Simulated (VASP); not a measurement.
Here is a VASP 6.6.1 calculation.

INCAR

```
PREC     = Accurate       # precision mode
ENCUT    = 600            # plane-wave cutoff, eV
EDIFF    = 1E-7           # SCF threshold, eV
ISMEAR   = 0              # smearing method
SIGMA    = 0.1            # smearing width, eV
LREAL    = F              # projectors in reciprocal space
LASPH    = T              # aspherical terms in the spheres
NELM     = 100            # most SCF steps
ALGO     = Normal         # electronic algorithm
ISIF     = 3              # what is computed and relaxed
LWAVE    = F              # write WAVECAR
LCHARG   = F              # write CHGCAR
GGA      = PS             # functional
IBRION   = 2              # ionic algorithm
NSW      = 90             # ionic steps
EDIFFG   = -0.005         # ionic threshold
```

KPOINTS

```
Automatic mesh
0
Gamma
  18 18 18
```

The input POSCAR:

```
Si2W
1.0
   -1.6073666700      1.6073666700      3.9010319200
    1.6073666700     -1.6073666700      3.9010319200
    1.6073666700      1.6073666700     -3.9010319200
Si W
2 1
Direct
    0.3349898400      0.3349898400      0.0000000000
    0.6650101600      0.6650101600      0.0000000000
    0.0000000000      0.0000000000      0.0000000000
```

Potentials or basis: VASP PAW PBE potentials, release 64 (Si, W_sv).

Launch:

```sh
$ cat potpaw_PBE.64/Si/POTCAR potpaw_PBE.64/W_sv/POTCAR > POTCAR
$ mpirun -np 1 vasp_std > vasp.out
```

(1) Estimate the space group after relaxing (to 0.05 Å).

(2) Estimate the band gap on the k mesh.

(3) Predict the relaxed volume.

(4) Predict the relaxed cell.

## Answers

(1) I4/mmm (No. 139).

(2) none (metal or under the smearing width).

(3) 13.38 Å³/atom.

(4) a = 4.519 Å, b = 4.519 Å, c = 4.519 Å, α = 138.46°, β = 138.46°, γ = 60.20°.

Caveat: the PAW data sets were made with another functional, which shifts forces and pressure a little.
